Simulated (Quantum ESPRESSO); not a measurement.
## Zn under changes of volume

One of the cells (15.451 Å³/atom); the others are scaled copies at fixed shape and fractional positions:

```xyz
1
Lattice="-1.5690 1.5690 1.5690 1.5690 -1.5690 1.5690 1.5690 1.5690 -1.5690" Properties=species:S:1:pos:R:3 pbc="T T T"
Zn    0.0000    0.0000    0.0000
```

This isn't the form of Zn at room conditions, which is hcp.

```yaml
Program: Quantum ESPRESSO 7.5
Functional: r2SCAN
Potentials_or_basis: SG15 PBE 1.2
Cutoff: 952 eV
Density_cutoff: 3810 eV
k_mesh: 9 × 9 × 9
Occupations: fermi-dirac, width 0.05 eV
Spin: no spin polarisation
```

| volume (Å³/atom) | energy over the lowest point (meV/atom) | pressure (GPa) |
| --- | --- | --- |
| 14.524 | 0.00 | 0.5 |
| 14.833 | 0.49 | -1.3 |
| 15.142 | ? | ? |
| 15.451 | 10.73 | -4.2 |
| 15.760 | 19.76 | -5.4 |
| 16.069 | 30.98 | -6.4 |
| 16.378 | 44.08 | -7.3 |

**Question.** What does the run at 15.142 Å³/atom give?

**Answer.** Energy over the lowest point 4.20 meV/atom; pressure -2.8 GPa.

Worked out: A Birch-Murnaghan fit of order 3 (a polynomial in V^(-2/3)) to the other rows has its minimum at 14.63 Å³/atom with B0 = V·E''(V) = 86 GPa and B' = 5.2. It gives 4.19 meV/atom at 15.142 Å³/atom, against the run's 4.20, and -dE/dV = -2.7 GPa, against -2.8.

Energies are extrapolated to zero smearing.

Caveats: the potentials were made for another functional, which shifts forces and pressure.
